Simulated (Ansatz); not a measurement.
## Hf: the change of pressure and energy less free atoms with volume per atom

All results are calculated (Ansatz 0.2.0). Periodic Kohn-Sham DFT of a crystal at fixed atoms; pressure and stress are positive in compression; the energy is the free energy less that of spherical unpolarised free atoms; site moments are those in the method's own spheres, positive along +z.

Cell of the first row (space group Im-3m, No. 229):
```
CELL_PARAMETERS angstrom
-1.73770 1.73770 1.73770
1.73770 -1.73770 1.73770
1.73770 1.73770 -1.73770
ATOMIC_POSITIONS crystal
Hf 0.00000 0.00000 0.00000
```

Settings of every row: method all-electron LAPW; functional PBE; relativity scalar; k mesh 16x16x16; filling fermi-dirac; smearing width 0.08 eV; basis error target 0.5 meV/atom; nucleus gaussian.

Atom start moment: 0 on all atoms.

Limits: no spin-orbit coupling on heavy atoms; the cell comes from a prototype or a list of computed structures and needn't be the stable phase.

```
row  volume per atom (Å³)  pressure (GPa)  energy less free atoms (eV/atom)
  1                20.989           6.759                           -7.1383
  2                 21.87           2.091                           -7.1623
  3                22.317           0.017                           -7.1652
  4                22.763               ?                                 ?
  5                23.655          -5.231                           -7.1425
```

Question: what pressure and energy less free atoms should row 4 give?

Worked fit of pressure. Take u = (V_r/V)^(2/3) − 1 with V_r = 22.093 Å³ an atom, which is twice the finite (Eulerian) strain; such expansions in the strain, on which the Birch-Murnaghan equation of state is built, carry the rest volume and the bulk modulus. The shown rows have u = 0.03477, 0.00679, -0.0067, -0.04452. Least squares give pressure = 1.0335 + 154.149 × u + 302.04 × u² GPa; a straight line predicts inner rows, each left out in turn, worse (root mean square 0.31 against 0.0061 GPa). The rows lie off it by 0.001, -0.003, 0.003, 0.000. The pressure vanishes at u = -0.0068, or V = 22.32 Å³ an atom, and there the bulk modulus at fixed shape and fractions is B = −V dP/dV = (2/3)(1 + u) dP/du = 99.3 GPa. The withheld row has u = -0.01972, so the fit gives 1.0335 + 154.149 × (-0.01972) + 302.04 × (-0.01972)² = -1.889 GPa.

The calculation gave -1.885 GPa. The fit lies 0.004 GPa (0.033 % of the column's range) below it; its largest miss of a shown row is 0.003 GPa.

Worked fit of energy less free atoms. Take u = (V_r/V)^(2/3) − 1 with V_r = 22.093 Å³ an atom, which is twice the finite (Eulerian) strain; such expansions in the strain, on which the Birch-Murnaghan equation of state is built, carry the rest volume and the bulk modulus. The shown rows have u = 0.03477, 0.00679, -0.0067, -0.04452. Least squares give energy less free atoms = −7.16448 + 0.2065 × u + 15.723 × u² eV/atom; a straight line predicts inner rows, each left out in turn, worse (root mean square 0.016 against 9.9e-05 eV/atom). The rows lie off it by 0.0000, 0.0001, 0.0000, 0.0000. Its lowest point lies at u = -0.0066, or V = 22.31 Å³ an atom, and the curvature there gives the bulk modulus at fixed shape and fractions, B = (4/9)(1 + u)² E″(u)/V = 99 GPa. The withheld row has u = -0.01972, so the fit gives −7.16448 + 0.2065 × (-0.01972) + 15.723 × (-0.01972)² = -7.1624 eV/atom.

The calculation gave -7.1626 eV/atom. The fit lies 0.0002 eV/atom (0.74 % of the column's range) above it; its largest miss of a shown row is 0.0001 eV/atom.
